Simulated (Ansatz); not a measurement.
Theory: DFT PBE, scalar-relativistic, plane waves, PAW (Ansatz 0.2.0). Settings: cutoff 420 eV, Γ-centred meshes no coarser than 0.19 Å⁻¹ for metals and 0.3 Å⁻¹ for insulators (2π included), Gaussian smearing.

All energies are static (0 K, no zero-point motion). Only the structures computed here compete, so a lower one can exist. The k mesh leaves about 4 meV/atom of noise in metals. No run with spin kept a moment.

7 distinct structures were compared, and only named types are asked about.

**Question.** Which is lower for TiO₂, the baddeleyite or the anatase structure, and by how much?

**Answer.** The anatase structure, by 64 meV/atom. It takes 11.7 Å³/atom against 10.0.

**Question.** Which is lower for TiO₂, the rutile or the baddeleyite structure, and by how much?

**Answer.** The rutile structure, by 32 meV/atom. It takes 10.7 Å³/atom against 10.0.

**Question.** Which is lower for TiO₂, the anatase or the rutile structure, and by how much?

**Answer.** The anatase structure, by 32 meV/atom. It takes 11.7 Å³/atom against 10.7.